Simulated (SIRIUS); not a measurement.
TaN:

```xyz
2
Lattice="0.0000 2.2113 2.2113 2.2113 0.0000 2.2113 2.2113 2.2113 0.0000" Properties=species:S:1:pos:R:3 pbc="T T T"
Ta    2.2113    2.2113    2.2113
N     0.0000    0.0000    0.0000
```

The cell comes from a database or a generator and needn't be the stable form of this composition.

Base run:

```yaml
Program: SIRIUS 7.12.0
Functional: LDA
Potentials_or_basis: PseudoDojo 0.4.1 PBE standard (scalar relativistic)
Cutoff: 1152 eV
Density_cutoff: 4606 eV
k_mesh: 10 × 10 × 10
Occupations: fermi-dirac, width 0.05 eV
Spin: no spin polarisation
```

Its results: band gap on the k mesh none (metal or under the smearing width); pressure -14.8 GPa.

Q: The run is repeated on the same cell with these changes: functional from LDA to BLYP; libxc names from ["XC_LDA_X", "XC_LDA_C_PW"] to ["XC_GGA_X_B88", "XC_GGA_C_LYP"]. What comes out?

A: Band gap on the k mesh none (metal or under the smearing width); pressure 10.1 GPa.

Caveats: the potentials were made for another functional, which shifts forces and pressure.

Not every run made on this cell is shown here.
